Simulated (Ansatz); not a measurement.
Crystal: TiO2.

```
Ti O
1.0
    -2.97316    3.28737    3.28740
     2.97316   -3.28737    3.28740
     2.97316    3.28737   -3.28740
Ti O
4 8
Direct
  0.00000 0.50000 0.00000
  0.00000 0.00000 0.50000
  0.49524 0.24524 0.25000
  0.50475 0.75475 0.75000
  0.69508 0.69523 0.50015
  0.69508 0.19493 0.99985
  0.80452 0.74962 0.05490
  0.19472 0.74962 0.44510
  0.80528 0.25038 0.55490
  0.30492 0.80507 0.00015
  0.19548 0.25038 0.94510
  0.30492 0.30477 0.49985
```

The cell is a database's computed one.

Base run:

| Property | Result |
| --- | --- |
| Program | Ansatz 0.2.0 |
| Functional | PBE |
| Potentials or basis | Ansatz PAW |
| Cutoff | 420 eV (not typed: the program's choice for these potentials) |
| k mesh | 6 × 6 × 6 |
| Occupations | fermi-dirac, width 0.05 eV |
| Spin | no spin polarisation |

Its results: band gap on the k mesh 1.84 eV; pressure -1.4 GPa; largest force 0.060 eV/Å.

The run is repeated on the same cell with these changes: potentials or basis from Ansatz PAW to PseudoDojo standard (PBE files); cutoff from 420 eV (not typed: the program's choice for these potentials) to 1143 eV. What comes out?

Band gap on the k mesh 1.86 eV; pressure -1.9 GPa; largest force 0.075 eV/Å.
